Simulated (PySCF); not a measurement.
## KI under changes of volume

One of the cells (44.091 Å³/atom); the others are scaled copies at fixed shape and fractional positions:

```
I K
1.0
     0.00000    3.53277    3.53277
     3.53277    0.00000    3.53277
     3.53277    3.53277    0.00000
I K
1 1
Direct
  0.50000 0.50000 0.50000
  0.00000 0.00000 0.00000
```

```yaml
Program: PySCF 2.14.0
Functional: LDA
Potentials_or_basis: DZVP-MOLOPT-SR/GTH-PBE (potentials made for PBE)
k_mesh: 3 × 3 × 3
Occupations: fermi-dirac, width 0.05 eV
Spin: no spin polarisation
```

```csv
volume (Å³/atom),energy over the lowest point (meV/atom),gap on the mesh (eV)
41.445,0.00,3.66
42.327,1.91,3.61
43.209,5.31,3.56
44.091,10.04,3.51
44.973,15.93,3.46
45.854,?,?
46.736,30.64,3.38
```

Q: What does the run at 45.854 Å³/atom give?

A: Energy over the lowest point 22.84 meV/atom; gap on the mesh 3.42 eV.

Worked out: A Birch-Murnaghan fit of order 3 (a polynomial in V^(-2/3)) to the other rows has its minimum at 40.90 Å³/atom, just outside them, with B0 = V·E''(V) = 15.5 GPa and B' = 4.9. It gives 22.83 meV/atom at 45.854 Å³/atom, against the run's 22.84. A straight line through the other rows of the gap, of slope -2.36 eV per unit of ln V (its deformation potential), gives 3.42 eV, against the run's 3.42.

Energies are extrapolated to zero smearing.

Caveats: all runs use coarse meshes; the potentials were made for another functional, which shifts forces and pressure; spin-orbit coupling is left out, which moves the levels of the heavy elements; the basis of atomic orbitals isn't converged, which shifts pressures, moduli and gaps.
